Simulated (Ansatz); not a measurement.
We consider α-phase Li₃N, described by PBEsol-D3(BJ) (plane waves, PAW; Ansatz, an electronic-structure program).

Numerical settings: plane-wave cutoff 520 eV, 12×12×10 k mesh (along the axes of the cell as run), Fermi–Dirac smearing 0.01 eV, scalar-relativistic PAW data made under PBE.

Computed at the level's own relaxed cell.

```
Li3N
1.0
    1.77014    -3.06598     0.00000
    1.77014     3.06598     0.00000
    0.00000     0.00000     3.77022
Li N
3 1
Cartesian
  1.77014   1.02199   0.00000
  1.77014  -1.02199   0.00000
  0.00000   0.00000   1.88511
  0.00000   0.00000   0.00000
```

### Question
List the 5 lowest band energies at Γ above −25 eV (eV, relative to the valence band maximum), grouping those that round alike.

### Answer
At Γ: -11.47, -1.70, -0.22 (×2), 1.24.
